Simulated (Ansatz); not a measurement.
**BaS: LAPW beside PAW**

Does the method matter for BaS? The same cell, functional and mesh are run with all-electron LAPW, frozen-core PAW and all-electron PAW on datasets made for the crystal. The cell is first relaxed from a guess with PAW; it needn't be the stable phase of this composition.

Program: Ansatz 0.2.0. Level of theory: DFT PBE, scalar-relativistic. These are calculated values, not measurements.

## 1. The structure to begin with

Symmetry: F-43m, No. 216, cubic system. Conventional cell: a = 6.439 Å, b = 6.439 Å, c = 6.439 Å, α = 90.00°, β = 90.00°, γ = 90.00°. Around Ba (site symmetry -43m) lie 4 S at 2.79 Å. Around S (site symmetry -43m) lie 4 Ba at 2.79 Å.

Structure file:

```
Ba S
1.0
     0.00000    3.21951    3.21951
     3.21951    0.00000    3.21951
     3.21951    3.21951    0.00000
Ba S
1 1
Direct
  0.00000 0.00000 0.00000
  0.25000 0.25000 0.25000
```

Atoms are numbered in the order of the input: Ba1, S2.

## 2. Relaxing the guess with PAW

input.yaml

```yaml
crystal:
  lattice:
    - [0.0, 3.2195088072, 3.2195088072]
    - [3.2195088072, 0.0, 3.2195088072]
    - [3.2195088072, 3.2195088072, 0.0]
  atoms:
    - { symbol: Ba, position: [0.0, 0.0, 0.0] }
    - { symbol: S, position: [0.25, 0.25, 0.25] }
kpoints:
  mp_grid: { grid: [9, 9, 9] }
scf:
  occupations: { method: fermi_dirac, width: 0.08 }
hamiltonian:
  xc: pbe
  pseudopotentials: { kind: paw }
output:
  forces: true
  stress: true
relax:
  f_tol: 0.005
  max_steps: 80
  cell: {}
```

Command:

```sh
$ ansatz run input.yaml --threads 1 --pin off --max-ram 2048MiB --backend cpu --events-out ev --progress --plain --runs-dir out
```

Further steps of the session: All-electron LAPW; Frozen-core PAW; All-electron PAW on datasets made for the crystal.

What does the calculation give? Wanted: pressure; gap; Bader charges; highest ELF.

The runs gave:

| quantity | value |
| --- | --- |
| pressure | LAPW 0.04, PAW 0.04, crystal datasets 0.04 GPa |
| gap (LAPW) | 2.75 eV, indirect from W to Γ |
| Bader charges (PAW) | Ba1 +1.42, S2 -1.42 e |
| highest ELF (PAW) | 0.87, 0.85 Å from S |

In words: The pressure is within half a GPa of zero, so the volume is close to equilibrium at this level. The gap is 2.75 eV, indirect from W to Γ. Spin-orbit coupling is left out, though the cell holds Ba; it can shift such gaps by tenths of an eV. S 3p states make 94 % of the projected weight in the top eV of the valence band. The projection holds only the free atom's occupied shells (Ba 6s, Ba 5p, S 3s, S 3p in this range). In pressure, PAW differs from LAPW by less than 0.01 GPa and less than 0.01 eV in the gap.
